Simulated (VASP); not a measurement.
Crystal: BaS.

```
CELL_PARAMETERS angstrom
0.00000 3.19375 3.19375
3.19375 0.00000 3.19375
3.19375 3.19375 0.00000
ATOMIC_POSITIONS crystal
Ba 0.00000 0.00000 0.00000
S 0.50000 0.50000 0.50000
```

| Item | Value |
| --- | --- |
| Program | VASP 6.6.1 |
| Task | relaxation of cell and atoms |
| Functional | PBE |
| Potentials or basis | VASP PAW PBE potentials, release 54 (Ba_sv, S) |
| Cutoff | 580 eV |
| k mesh | 7 × 7 × 7 |
| Occupations | fermi-dirac, width 0.05 eV |
| Spin | no spin polarisation |

At the start: pressure 1.4 GPa; volume 32.58 Å³/atom.

How do energy, volume and symmetry change on relaxing?

Over 3 steps the energy falls by 4.6 meV/atom and the volume is 33.64 Å³/atom (+3.3 %); space group Fm-3m (No. 225, to 0.05 Å).

Step by step:
| step | energy change (eV) | largest force (eV/Å) | pressure (GPa) | volume (Å³) |
| --- | --- | --- | --- | --- |
| 1 | 0.0000 | 0.0000 | 1.43 | 65.15 |
| 2 | -0.0085 | 0.0000 | -0.39 | 67.94 |
| 3 | -0.0093 | 0.0000 | 0.00 | 67.29 |

Final structure:
```yaml
crystal:
  lattice:
    - [0.00000, 3.22828, 3.22828]
    - [3.22828, 0.00000, 3.22828]
    - [3.22828, 3.22828, 0.00000]
  atoms:
    - { symbol: Ba, position: [0.00000, 0.00000, 0.00000] }
    - { symbol: S, position: [0.50000, 0.50000, 0.50000] }
```
